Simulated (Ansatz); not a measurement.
Runs of Ansatz 0.2.0 on C. The cell holds a slab with vacuum, 4 atoms: a = 2.456 Å, b = 2.456 Å, c = 24.134 Å, α = 90.00°, β = 90.00°, γ = 120.00°. The slab is cut from a database's or a generator's crystal, which needn't be the stable form of the element.

```tsv
task	level	cutoff (eV)	V0 of scaled cells (Å³/atom)	B0 (GPa)	largest force (eV/Å)
equation of state	PBEsol	-	31.64	78	-
band structure	PBEsol	483	-	-	0.02
equation of state	LDA	-	31.08	(a)	-
band structure	LDA	486	-	-	0.02
```

Alike in all rows: potentials or basis all-electron LAPW, scalar-relativistic; no spin polarisation; cell as given; k mesh 12 × 12 × 2; smearing fermi-dirac 0.05 eV; basis error allowed 0.002 eV/atom.

Q: Estimate the missing entries.

A: (a) 81.

Caveats: the cell was scaled at fixed shape and fractional positions, which overstates the stiffness of a crystal with free parameters, most of all of layers and chains (some runs).

Not every run made on this cell is shown here.
